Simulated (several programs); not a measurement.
**PbF2 (fluorite) from semi-empirical methods to plane-wave DFT**

PbF2 in the fluorite structure, relaxed with r2SCAN in Ansatz, was computed with several methods. Space group Fm-3m (No. 225), cubic; a = 5.921 Å in the conventional setting, 17.30 Å³ an atom. Around Pb lie 8 F at 2.56 Å; around F lie 4 Pb at 2.56 Å. Spin-unpolarised throughout; all numbers are computed.

```
CELL_PARAMETERS angstrom
0.00000 2.96044 2.96044
2.96044 0.00000 2.96044
2.96044 2.96044 0.00000
ATOMIC_POSITIONS crystal
Pb 0.00000 0.00000 0.00000
F 0.25000 0.25000 0.25000
F 0.75000 0.75000 0.75000
```

Gaps and times are for a single point on this cell; volume and bulk modulus come from each method's own relaxation or energy curve at fixed shape. Times are rough, from shared hosts (Arm Neoverse V2; Intel Xeon 6975P-C; Intel Xeon Processor @ 2.50GHz), and each method has its own mesh and cell size. A star marks a curve whose lowest point is an end point. PM6 (MOPAC), PM7 (MOPAC), GFN1-xTB (tblite), GFN2-xTB (tblite) treat a cluster of cells at its zone centre, which samples few k points: where these miss a band edge, the gap comes out too large for that reason alone. Gaps from k meshes are read at a limited set of points (mesh, symmetry points, PBE's band edges), so each method's own least gap may be somewhat smaller. xTB and the PM methods were fitted mostly to molecules, and can miss a solid's gap by electronvolts. Minimal bases can be far off for gaps. Times of the plane-wave ladder aren't listed, since it ran on unlike processors and cards. GLLB-SC's gap includes the derivative discontinuity. G0W0 is at finite bands, cutoff and mesh. d marks a direct gap, i an indirect one (no mark: not told apart), a dash a value that wasn't computed or didn't pass its checks.

| method | kind | gap (eV) | own volume (Å³/atom) | bulk modulus (GPa) | atoms computed | processor time |
| --- | --- | --- | --- | --- | --- | --- |
| PBEsol | semilocal | – | 17.11 | – | 3 | – |
| light PBE (260 eV and a coarse mesh) | light plane-wave | 4.40 i | – | – | 3 | 0.68 s |
| PBE | semilocal | 4.42 i | 18.01 | 67 | 3 | – |
| GFN1-xTB (tblite) | tight binding | 3.61 | 15.72* | 109* | cluster | 1.8 s |
| PBE/single zeta (GPAW) | small basis | 3.44 i | – | – | 3 | 3 s |
| PM7 (MOPAC) | semi-empirical | 11.92 | – | – | cluster | 3.2 s |
| PM6 (MOPAC) | semi-empirical | 8.45 | – | – | cluster | 3.3 s |
| LDA | semilocal | 4.26 i | 16.36 | – | 3 | – |
| r2SCAN | semilocal | 4.93 i | 17.30 | 77 | 3 | – |
| GFN2-xTB (tblite) | tight binding | 5.58 | – | – | cluster | 5.4 s |
| PBE/SZV (CP2K) | small basis | 3.52 i | 18.03 | 75 | 3 | 8.4 s |
| GLLB-SC (GPAW) | model potential | 7.23 | – | – | 3 | 11 s |
| G0W0@r2SCAN (180 eV screening cutoff) | many-body | 6.71 | – | – | 3 | – |
| PBE/DZVP (CP2K) | small basis | 4.35 i | 18.02 | 67 | 3 | 15 s |
| G0W0@LDA (140 eV screening cutoff) | many-body | 6.34 | – | – | 3 | – |
| G0W0@PBE (260 eV screening cutoff) | many-body | 6.51 | – | – | 3 | – |
| PBE+SOC | semilocal | 4.04 i | – | – | 3 | – |
| G0W0@PBE0 (180 eV screening cutoff) | many-body | 7.37 | – | – | 3 | – |
| G0W0@HSE06 (180 eV screening cutoff) | many-body | 7.16 | – | – | 3 | – |
| PBE0 | hybrid | 6.45 i | – | – | 3 | – |
| HSE06 | hybrid | 5.73 i | 17.58 | – | 3 | – |
| Hartree-Fock | exact exchange | 12.63 i | – | – | 3 | – |
| r2SCANh | hybrid | 5.68 i | – | – | 3 | – |
| DDH-PBE0 | hybrid | 6.86 i | – | – | 3 | – |
| HSE06+SOC | hybrid | 5.34 i | – | – | 3 | – |

Against HSE06 (5.73 eV) and with closed or daggered gaps left aside, the nearest gap at the points sampled is that of r2SCANh (-0.05 eV) and the farthest that of Hartree-Fock (+6.90 eV). HSE06 is only a yardstick of convenience: for gaps this wide it usually falls short of measured ones, so a larger value can be the better one.

Volumes against r2SCAN's: PBEsol -1.1 %, PBE +4.1 %, LDA -5.4 %, PBE/SZV (CP2K) +4.3 %, PBE/DZVP (CP2K) +4.2 %, HSE06 +1.6 %.

Only the rows marked +SOC include spin-orbit coupling.
